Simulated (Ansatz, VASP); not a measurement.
**Two plane-wave programs on ZrB2**

```
CELL_PARAMETERS angstrom
3.16752 0.00000 0.00000
-1.58376 2.74316 0.00000
0.00000 0.00000 3.55239
ATOMIC_POSITIONS crystal
Zr 0.00000 0.00000 0.00000
B 0.21333 0.60667 0.50000
B 0.78667 0.39333 0.50000
```

Change from the starting cell: shortest bond scaled by 0.64, PAW files.

Alike in both runs: task electric field gradients; functional PBE; k mesh 11 × 11 × 9; occupations fermi-dirac, width 0.05 eV; no spin polarisation.

|  | VASP | Ansatz |
| --- | --- | --- |
| version | VASP 6.6.1 | Ansatz 0.2.0 |
| potentials or method | VASP PAW PBE potentials, release 64 (Zr_sv, B) | PAW with Ansatz's default frozen-core files, scalar-relativistic |
| plane-wave cutoff (eV) | 520 | 420 |
| valence electrons in the cell | 18 | 18 |

|  | VASP | Ansatz | Ansatz less VASP |
| --- | --- | --- | --- |
| pressure (GPa) | 56.1 | 54.9 | -1.17 |
| largest component of the traceless stress (GPa) | 63.15 | 62.03 | -1.117 |
| rms of the force components (eV/Å) | 13.785 | 13.546 | -0.2398 |
| Vzz of the field gradient on the site that differs most (V/Å²) | -6.4 | 4.9 | +11.29 |

Atom by atom the forces differ by 0.240 eV/Å (rms over components). Ansatz warned: «gradients_without_spin_orbit».

Caveats: so large a pressure means that the cell lies far from this level's equilibrium, or that cutoff or potentials fall short (VASP); forces of over 1 eV/Å show positions far from the minimum, so gaps and moduli don't describe the material at rest.
